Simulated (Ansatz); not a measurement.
Runs of Ansatz 0.2.0 on Be. Symmetry: Im-3m, No. 229, cubic system. Conventional cell: a = 2.506 Å, b = 2.506 Å, c = 2.506 Å, α = 90.00°, β = 90.00°, γ = 90.00°. Around Be (site symmetry m-3m) lie 8 Be at 2.17 Å. This isn't the form of Be at room conditions, which is hcp.

```csv
task,level,potentials or basis,cell,k mesh,cutoff (eV),smearing,points for each segment of the path,mesh quality,gap on the mesh (eV),pressure (GPa)
single point,BHLYP+D3(BJ),Ansatz PAW,as given,9 × 9 × 9,420,methfessel-paxton 0.05 eV,-,coarse,none,(a)
single point,PBE,Ansatz PAW,cell strained at random at fixed volume,15 × 15 × 15,420,fermi-dirac 0.05 eV,-,not flagged,none,-0.7
density of states,PBEsol+D3(BJ),Ansatz PAW earlier set,as given,15 × 15 × 15,960,cold 0.05 eV,-,not flagged,none,-7.6
projected density of states,r2SCAN+rVV10,Ansatz PAW,cell strained at random at fixed volume,15 × 15 × 15,500,fermi-dirac 0.05 eV,-,not flagged,none,-0.8
band structure,wPBEh,PseudoDojo stringent (PBE files),as given,9 × 9 × 9,1442,fermi-dirac 0.01 eV,4,coarse,none,-0.8
```

Alike in all rows: no spin polarisation.

Q: Estimate the missing entries.

A: (a) -14.2.

Caveats: some runs use coarse meshes; pairwise dispersion overbinds metals, which lowers pressure and volume (some runs); the PAW data sets come from PBE, with cores solved anew for the run's functional, which leaves a small shift of forces and pressure (some runs); the thresholds are loose for stress (some runs); the potentials were made for another functional, which shifts forces and pressure (some runs).

A gap of «none» marks a metal or a gap under the smearing width.

The runs don't all hold the same shells in valence.
